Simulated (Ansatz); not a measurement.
# InSe: the cost of one run

Computed with Ansatz 0.2.0 (DFT PBE, scalar-relativistic, plane waves, PAW, unless a step's input says otherwise).

**1. Starting point**

It takes space group P-6m2 (No. 187, hexagonal). The conventional cell has a = 4.047 Å, b = 4.047 Å, c = 18.052 Å, α = 90.00°, β = 90.00°, γ = 120.00°. In (site symmetry 3m) has 3 Se at 2.65 Å and 1 In at 2.79 Å as nearest neighbours. Se (site symmetry 3m) is surrounded by 3 In at 2.65 Å.

Structure file:

```
CELL_PARAMETERS angstrom
8.09466 0.00000 0.00000
-4.04733 7.01018 0.00000
0.00000 0.00000 18.05206
ATOMIC_POSITIONS crystal
In 0.00000 0.00000 0.57739
In 0.00000 0.50000 0.57739
In 0.50000 0.00000 0.57739
In 0.50000 0.50000 0.57739
In 0.00000 0.00000 0.42261
In 0.00000 0.50000 0.42261
In 0.50000 0.00000 0.42261
In 0.50000 0.50000 0.42261
In 0.16667 0.33333 0.92261
In 0.16667 0.83333 0.92261
In 0.66667 0.33333 0.92261
In 0.66667 0.83333 0.92261
In 0.16667 0.33333 0.07739
In 0.16667 0.83333 0.07739
In 0.66667 0.33333 0.07739
In 0.66667 0.83333 0.07739
Se 0.33333 0.16667 0.85300
Se 0.33333 0.66667 0.85300
Se 0.83333 0.16667 0.85300
Se 0.83333 0.66667 0.85300
Se 0.33333 0.16667 0.14700
Se 0.33333 0.66667 0.14700
Se 0.83333 0.16667 0.14700
Se 0.83333 0.66667 0.14700
Se 0.16667 0.33333 0.64702
Se 0.16667 0.83333 0.64702
Se 0.66667 0.33333 0.64702
Se 0.66667 0.83333 0.64702
Se 0.16667 0.33333 0.35298
Se 0.16667 0.83333 0.35298
Se 0.66667 0.33333 0.35298
Se 0.66667 0.83333 0.35298
```

The runs take a perfect supercell of 32 atoms; the defect goes to fractional position (0.000, 0.000, 0.577).

**2. The perfect supercell**

input.yaml reads:

```yaml
crystal:
  lattice:
    - [8.094659, 0.0, 0.0]
    - [-4.047329, 7.01018, 0.0]
    - [0.0, 0.0, 18.052065]
  atoms:
    - { symbol: In, position: [0.0, 0.0, 0.577394] }
    - { symbol: In, position: [0.0, 0.5, 0.577394] }
    - { symbol: In, position: [0.5, 0.0, 0.577394] }
    - { symbol: In, position: [0.5, 0.5, 0.577394] }
    - { symbol: In, position: [0.0, 0.0, 0.422606] }
    - { symbol: In, position: [0.0, 0.5, 0.422606] }
    - { symbol: In, position: [0.5, 0.0, 0.422606] }
    - { symbol: In, position: [0.5, 0.5, 0.422606] }
    - { symbol: In, position: [0.166667, 0.333333, 0.92261] }
    - { symbol: In, position: [0.166667, 0.833333, 0.92261] }
    - { symbol: In, position: [0.666667, 0.333333, 0.92261] }
    - { symbol: In, position: [0.666667, 0.833333, 0.92261] }
    - { symbol: In, position: [0.166667, 0.333333, 0.07739] }
    - { symbol: In, position: [0.166667, 0.833333, 0.07739] }
    - { symbol: In, position: [0.666667, 0.333333, 0.07739] }
    - { symbol: In, position: [0.666667, 0.833333, 0.07739] }
    - { symbol: Se, position: [0.333333, 0.166667, 0.853] }
    - { symbol: Se, position: [0.333333, 0.666667, 0.853] }
    - { symbol: Se, position: [0.833333, 0.166667, 0.853] }
    - { symbol: Se, position: [0.833333, 0.666667, 0.853] }
    - { symbol: Se, position: [0.333333, 0.166667, 0.147] }
    - { symbol: Se, position: [0.333333, 0.666667, 0.147] }
    - { symbol: Se, position: [0.833333, 0.166667, 0.147] }
    - { symbol: Se, position: [0.833333, 0.666667, 0.147] }
    - { symbol: Se, position: [0.166667, 0.333333, 0.647016] }
    - { symbol: Se, position: [0.166667, 0.833333, 0.647016] }
    - { symbol: Se, position: [0.666667, 0.333333, 0.647016] }
    - { symbol: Se, position: [0.666667, 0.833333, 0.647016] }
    - { symbol: Se, position: [0.166667, 0.333333, 0.352984] }
    - { symbol: Se, position: [0.166667, 0.833333, 0.352984] }
    - { symbol: Se, position: [0.666667, 0.333333, 0.352984] }
    - { symbol: Se, position: [0.666667, 0.833333, 0.352984] }
basis:
  ecutwfc: 420
  fft_grid_basis: typed
kpoints:
  mp_grid: { grid: [3, 3, 1] }
hamiltonian:
  xc: pbe
  pseudopotentials: { kind: paw }
scf:
  occupations: { method: gaussian, width: 0.05 }
output:
  forces: true
  stress: false
  eigenvalues: true
  bader: false
  write_density: true
  volumetric_format: npy
```

The run is started by

```bash
$ ansatz run input.yaml --threads 4 --pin off --max-ram 10240MiB --backend cpu --events-out ev --progress --plain --runs-dir out
```

**Question.** How long does this run take on 4 threads of Arm Neoverse V2, shared host, and how much memory does it need?

About 26 s, with a peak of 3.5 GiB.
